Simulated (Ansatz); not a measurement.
Hf: all-electron results

```
Hf
1.0
     0.00000    2.22000    2.22000
     2.22000    0.00000    2.22000
     2.22000    2.22000    0.00000
Hf
1
Direct
  0.00000 0.00000 0.00000
```

The conventional cell has a = 4.440 Å, b = 4.440 Å, c = 4.440 Å, α = 90.00°, β = 90.00°, γ = 90.00°. Hf (atom 1) is surrounded by 12 Hf at 3.14 Å.

The cell is COD entry 1534929, as deposited and not checked against the literature; nothing was relaxed.

Spin–orbit coupling is left out, though it moves levels of the heavy atoms by tenths of an eV or more.

Theory: DFT, PBE, all-electron LAPW, scalar-relativistic in Ansatz 0.2.0.

Settings: a Γ-centred 16×16×16 k mesh, Fermi–Dirac smearing of 0.03 eV, basis error target 0.25 meV/atom, no spin polarisation.

| Property | Result |
| --- | --- |
| Pressure at this cell | 3.18 GPa |
| Band gap | none: bands cross the Fermi level, a metal |
| Density of states at the Fermi level (0.2 eV bin) | 1.52 states/eV per cell |
| Volume per atom | 21.88 Å³ |
